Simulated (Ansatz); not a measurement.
Moving the functional in MnS

```xyz
2
Lattice="0.0000 2.6045 2.6045 2.6045 0.0000 2.6045 2.6045 2.6045 0.0000" Properties=species:S:1:pos:R:3 pbc="T T T"
Mn    0.0000    0.0000    0.0000
S     2.6045    2.6045    2.6045
```

Kept alike: task band structure; k mesh 9 × 9 × 9; occupations fermi-dirac, width 0.05 eV; collinear spin, ferromagnetic start. Program: Ansatz, all-electron LAPW, scalar-relativistic. The mesh is that of the run's cell of 2 atoms. No spin-orbit coupling.

```csv
functional,pressure (GPa),largest site moment (μB)
LDA,-11.56,4.29
PBE,-2.87,4.43
PBEsol,-7.26,4.41
```

Pressure is positive in compression. For a metal such a mesh leaves the last digits unconverged. The measured crystal is an antiferromagnetic insulator; a metallic or parallel state is the runs' own. The runs hold the magnetic state that their start led to, which needn't be the lowest. Site moments count inside each atom's sphere or projector.

The pressure runs from -11.56 (LDA) to -2.87 GPa (PBE). From PBE: LDA -8.69; PBEsol -4.39. A positive pressure means that the functional's own cell is larger than the one given, a negative one that it is smaller. The largest site moment runs from 4.29 (LDA) to 4.43 μB (PBE). From PBE: LDA -0.14; PBEsol -0.02.
